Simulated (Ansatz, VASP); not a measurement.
# Two plane-wave programs on SnSe

```
Sn Se
1.0
     0.00000    2.93475    3.01000
     3.08525    0.00000    3.01000
     3.08525    2.93475    0.00000
Sn Se
1 1
Direct
  0.00000 0.00000 0.00000
  0.50000 0.50000 0.50000
```

Change from the starting cell: strain +0.0250 x Voigt [1, -1, 0, 0, 0, 0], atoms carried along.

Alike in both runs: task single point; functional LDA; k mesh 8 × 8 × 8; occupations gaussian, width 0.05 eV; no spin polarisation.

|  | VASP | Ansatz |
| --- | --- | --- |
| version | VASP 6.6.1 | Ansatz 0.2.0 |
| potentials or method | VASP PAW LDA potentials, release 64 (Sn_d, Se) | scalar-relativistic, plane waves, PAW |
| plane-wave cutoff (eV) | 520 | 420 |
| valence electrons in the cell | 20 | 30 |

|  | VASP | Ansatz | Ansatz less VASP |
| --- | --- | --- | --- |
| gap on the k mesh at the Fermi level (eV) | 0.68 | 0.66 | -0.019 |
| least direct gap on the mesh (eV) | 0.68 | 0.66 | -0.019 |
| pressure (GPa) | -3.0 | -3.1 | -0.07 |
| largest component of the traceless stress (GPa) | 2.90 | 2.87 | -0.030 |

The two sets of potentials don't hold the same shells in valence.

Caveats: spin-orbit coupling is left out, which moves the levels of the heavy elements. A k mesh can miss the band edges.
